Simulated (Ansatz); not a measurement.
Runs of Ansatz 0.2.0 on Zr. It takes space group Im-3m (No. 229, cubic). Conventional cell: a = 3.620 Å, b = 3.620 Å, c = 3.620 Å, α = 90.00°, β = 90.00°, γ = 90.00°. Around Zr (site symmetry m-3m) lie 8 Zr at 3.14 Å. This isn't the form of Zr at room conditions, which is hcp.

```tsv
task	level	spin	cell	k mesh	cutoff (eV)	smearing	basis error allowed	pressure (GPa)	relaxed volume (Å³/atom)
relaxation of cell and atoms	PBEsol	off	relaxed	8 × 8 × 8	-	fermi-dirac 0.05 eV	0.002 eV/atom	0.0	(a)
projected density of states	PBEsol	collinear, random start	as given	10 × 10 × 10	178	gaussian 0.01 eV	0.001 eV/atom	-7.0	-
band structure	LDA	off	as given	10 × 10 × 10	178	fermi-dirac 0.05 eV	0.001 eV/atom	-9.8	-
relaxation of cell and atoms	LDA	off	relaxed	8 × 8 × 8	-	fermi-dirac 0.05 eV	0.002 eV/atom	0.0	21.28
```

Alike in all rows: potentials or basis all-electron LAPW, scalar-relativistic.

Fill in the values left out.

(a) 22.00.

Caveats: the k mesh is thin for a metal, which can move the energy by tens of meV per atom (some runs).

Not every run made on this cell is shown here.
